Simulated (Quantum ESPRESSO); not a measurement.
The system is FeO.

```
CELL_PARAMETERS angstrom
2.61247 0.00000 0.00000
0.00000 2.61247 0.00000
0.00000 0.00000 2.61247
ATOMIC_POSITIONS crystal
Fe 0.00000 0.00000 0.00000
O 0.50000 0.50000 0.50000
```

The cell comes from a database or a generator and needn't be the stable form of this composition.

Base run:

```yaml
Program: Quantum ESPRESSO 7.5
Functional: PBE
Potentials_or_basis: PseudoDojo 0.4.1 SR PBE standard
Cutoff: 1225 eV
Density_cutoff: 4898 eV
k_mesh: 7 × 7 × 7
Occupations: gaussian, width 0.05 eV
Spin: collinear spin, ferromagnetic start
Starting_moments: "[4.0, 0.0] μB"
Hubbard_terms: Fe d U = 3 eV
```

Its results: band gap on the k mesh none (metal or under the smearing width); pressure 11.9 GPa; net moment 4.00 μB per cell; site moments Fe +3.53; O +0.33 μB.

Task: The run is repeated on the same cell with these changes: functional from PBE to LDA. What comes out?

Result: Band gap on the k mesh none (metal or under the smearing width); pressure -5.3 GPa; net moment 4.00 μB per cell; site moments Fe +3.48; O +0.35 μB.

LDA binds more tightly than PBE, so the same cell stands under less pressure.

Caveats: a cell with one magnetic atom can't hold antiferromagnetic order, which such compounds often take; the potentials were made for another functional, which shifts forces and pressure (some runs).
